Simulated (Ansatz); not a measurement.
A (001) slab of WS2 (P6_3/mmc (No. 194)), 12 planes, outer planes S (top) and S (bottom), with 12 atoms (W4S8) in a surface cell of A = 8.467 Å², as cut from the bulk:

```
CELL_PARAMETERS angstrom
3.12678 0.00000 0.00000
-1.56339 2.70788 0.00000
0.00000 0.00000 36.36803
ATOMIC_POSITIONS crystal
S 0.33333 0.66667 0.20623
W 0.66667 0.33333 0.24917
S 0.33333 0.66667 0.29212
S 0.66667 0.33333 0.37344
W 0.33333 0.66667 0.41639
S 0.66667 0.33333 0.45934
S 0.33333 0.66667 0.54066
W 0.66667 0.33333 0.58361
S 0.33333 0.66667 0.62656
S 0.66667 0.33333 0.70788
W 0.33333 0.66667 0.75083
S 0.66667 0.33333 0.79377
```

All numbers below come from DFT LDA, scalar-relativistic, plane waves, PAW (Ansatz 0.2.0). Plane waves to 420 eV, a k mesh through Γ of 9×9×1 on the computed 12-atom cell and Gaussian smearing (0.05 eV); no spin polarisation. The cell repeats along c with a dipole correction in the vacuum.

Against the same 12 atoms in the bulk, the slab as cut lies 0.107 eV higher and the relaxed slab 0.107 eV higher.

Question: Work out the surface energy before and after relaxation.

Answer: The slab has two faces, so γ = (E_slab − N·E_bulk)/(2A), the mean of both. As cut: 0.107/(2 × 8.467) = 0.0063 eV/Å², and 1 eV/Å² = 16.02 J/m², so γ = 0.10 J/m². Relaxed: 0.107/(2 × 8.467) = 0.0063 eV/Å² = 0.10 J/m². Relaxation recovers 0.0 % of the cost of cutting.

Question: What is the ideal work of this cut, per area?

Answer: Griffith's ideal work is 2γ: 0.20 J/m², whether the new faces relax or not. One thickness was run, 12 planes, so γ can still shift with it.

The bulk is built of layers, whose weak binding this functional, without a dispersion correction, describes poorly; a cut between them costs what that binding gives, so this γ is rough.

Cost: 4 runs of about 4.1 core-minutes in all, on Arm Neoverse N1 (shared hosts).